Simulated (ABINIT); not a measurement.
## Pb in ABINIT: the effect of functional

Pb:

```xyz
1
Lattice="0.0000 2.4750 2.4750 2.4750 0.0000 2.4750 2.4750 2.4750 0.0000" Properties=species:S:1:pos:R:3 pbc="T T T"
Pb    0.0000    0.0000    0.0000
```

Alike in all runs:

```yaml
Program: ABINIT 10.8.3 (patched build)
Task: single point
Potentials_or_basis: JTH PAW PBE v2.0
Cutoff: 707 eV
k_mesh: 9 × 9 × 9
Occupations: fermi-dirac, width 0.05 eV
Spin: no spin polarisation
```

One run gave: pressure -0.1 GPa. Which functional did it use?
A. PW91
B. r2SCAN
C. PBEsol
D. SCAN
E. PBE

D.

| functional | pressure (GPa) |
| --- | --- |
| PBE | 1.9 |
| LDA | -2.5 |
| PBEsol | -1.0 |
| RPBE | 3.5 |
| BLYP | 5.6 |
| AM05 | -0.7 |
| r2SCAN | 0.9 |
| SCAN | -0.1 |
| revPBE | 3.0 |
| PW91 | 1.8 |
| WC | -0.9 |

Caveats: the PAW data sets were made with another functional, which shifts forces and pressure a little (some runs).
